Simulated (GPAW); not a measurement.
Crystal: TiAl.

```xyz
2
Lattice="2.8673 0.0000 0.0000 -1.4336 2.4831 0.0000 0.0000 0.0000 4.6781" Properties=species:S:1:pos:R:3 pbc="T T T"
Ti    0.0000    0.0000    0.0000
Al    0.0000    1.6554    2.3390
```

The cell comes from a database or a generator and needn't be the stable form of this composition.

* Program: GPAW 26.7.0
* Task: relaxation of cell and atoms
* Functional: PBEsol
* Potentials or basis: PAW data sets generated in the run's folder for this functional
* Cutoff: 600 eV
* Basis: pw
* k mesh: 9 × 9 × 5
* Occupations: fermi-dirac, width 0.05 eV
* Spin: no spin polarisation

At the start: pressure -3.0 GPa; volume 16.65 Å³/atom.

How do energy, volume and symmetry change on relaxing?

Over 3 steps the energy falls by 3.3 meV/atom and the volume is 16.18 Å³/atom (-2.8 %); space group P-6m2 (No. 187, to 0.05 Å).

The path:
| step | energy change (eV) | largest force (eV/Å) | pressure (GPa) | volume (Å³) |
| --- | --- | --- | --- | --- |
| 1 | 0.0000 | 0.0000 | -3.05 | 33.31 |
| 2 | -0.0033 | 0.0000 | -2.35 | 33.08 |
| 3 | -0.0067 | 0.0000 | 0.06 | 32.36 |

Final structure:
```xyz
2
Lattice="2.8419 0.0000 0.0000 -1.4209 2.4612 0.0000 0.0000 0.0000 4.6268" Properties=species:S:1:pos:R:3 pbc="T T T"
Ti    0.0000    0.0000    0.0000
Al    0.0000    1.6408    2.3134
```

Caveat: later steps reuse the first step's grids.
